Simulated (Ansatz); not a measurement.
**GaP under pressure: fit and missing row**

GaP, F-43m, a = 5.505 Å. Ansatz: PBE, PAW, 420 eV, Γ-centred 8×8×8 mesh on 2 atoms, Gaussian smearing 0.02 eV; no spin polarisation. Cell and atoms are relaxed at each pressure, and no other structure is tried; the real crystal is known to change phase within this range, so the rows at high pressure are metastable.

```
V (Å³/atom) P (GPa)
          ?    59.98
     16.526    29.95
     18.099    15.00
     19.149     8.00
     20.128     3.00
     20.855     0.04
     21.780    -2.99
```

Task: Take V0 = 20.855 Å³/atom, count pressures from its P0 = 0.04 GPa, fit the third-order Birch–Murnaghan form to the other rows, and predict the missing volume.

Result: With the Eulerian strain f = ½[(V0/V)^(2/3) − 1] and y = (P − P0)/[3f(1 + 2f)^(5/2)], the form is the line y = B0 + 1.5 B0 (B0′ − 4) f. Rows (f, y): 0.08389, 80.6; 0.04955, 79.5; 0.02927, 78.6; 0.01197, 77.7; -0.01426, 76.1. Means f = 0.03208, y = 78.500; Σ(Δf)² = 0.005549, ΣΔfΔy = 0.2533; the slope is their ratio. y = 77.04 + 45.65 f GPa, so B0 = 77.0 GPa and B0′ = 4 + 2 × (45.65)/(3 × 77.04) = 4.40. P = 59.98 GPa is met at f = 0.13319 (y = 83.12), so V = V0 (1 + 2f)^(−3/2) = 14.634 Å³/atom. The run gave 14.584 Å³/atom, so the fit is 0.050 Å³/atom too high, 0.69 % of the span of the series, against an rms of 0.004 Å³/atom on the fitted rows. The row lies outside the fitted range. The points of y bend away from a line: a fourth-order term fitted to them gives P = 59.66 GPa at this row's volume (the line 61.03, the run 59.98).

The mesh isn't the same in all rows (8×8×8, 10×10×10).